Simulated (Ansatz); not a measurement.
**NaH (Fm-3m): elasticity against pressure**

```yaml
crystal:
  lattice:
    - [0.00000, 2.39567, 2.39567]
    - [2.39567, 0.00000, 2.39567]
    - [2.39567, 2.39567, 0.00000]
  atoms:
    - { symbol: Na, position: [0.00000, 0.00000, 0.00000] }
    - { symbol: H, position: [0.50000, 0.50000, 0.50000] }
```

This is the zero-pressure cell. At each pressure cell and atoms are relaxed in this structure, and the constants are slopes of the stress at strains of ±0.005 with relaxed ions (the coefficients that govern stability under load). Level: PBEsol, PAW on Ansatz 0.2.0's default frozen-core files (fitted under PBE), scalar-relativistic; k mesh 8×8×8, strains of ±0.005, fixed occupations, cutoff 420 eV. P is the pressure of the relaxed cell, less that of this one.

```
P (GPa)    V/V₀  C11 (GPa)  C12 (GPa)  C44 (GPa)
   0.00  1.0000       47.4       12.3       22.4
   1.00       ?          ?          ?          ?
   1.97  0.9307       62.6       15.4       23.6
   3.96  0.8785       77.4       18.4       24.5
   6.99  0.8186       98.7       22.9       25.4
   9.99  0.7734      118.8       27.2       26.0
  14.99  0.7163      151.4       34.3       26.4
```

Q: Does the bulk modulus from the constants agree with the pressure-volume curve?

A: A third-order Birch-Murnaghan fit to the volumes shown (F against f, f = [(V₀/V)^(2/3) − 1]/2) gives B₀ = 24.0 GPa and B′ = 3.8. Its −V dP/dV stands beside (C11 + 2C12)/3:

```
P (GPa)  from P(V)  from the constants
   0.00       24.0                24.0
   1.97       31.2                31.1
   3.96       38.1                38.1
   6.99       48.1                48.1
   9.99       57.7                57.7
  14.99       73.0                73.4
```

Q: What are the pressure derivatives at zero pressure?

A: Slopes at V₀ of quadratic fits in −ln(V/V₀) through the first four rows shown, divided by B₀: dC11/dP = 7.8, dC12/dP = 1.5, dC44/dP = 0.7. The mean slopes up to 4.0 GPa are 7.6, 1.5, 0.5; curvature and scatter of the constants part the two. The combination (dC11/dP + 2 dC12/dP)/3 = 3.6 stands against B′.

Q: Fill the row at 1.00 GPa.

A: Cubic fits in −ln(V/V₀) through all rows shown give C11 = 55.3, C12 = 13.9, C44 = 23.1 GPa. Computed: V/V₀ = 0.9621, C11 (GPa) = 55.3, C12 (GPa) = 13.9, C44 (GPa) = 23.1.

Q: Does a shear stiffness soften?

A: C44 goes from 22.4 to 26.4 GPa; (C11 − C12)/2 goes from 17.5 to 58.5 GPa. Neither ends more than 3 % under its start, and the lattice stays mechanically stable over this range.

Limits of these numbers: no other phase was computed; many crystals of this kind change structure within this range, and rows or crossings beyond such a change describe a metastable lattice; frozen-core PAW files fitted under PBE, their cores solved anew for the functional of the run; phonons weren't checked at these pressures.
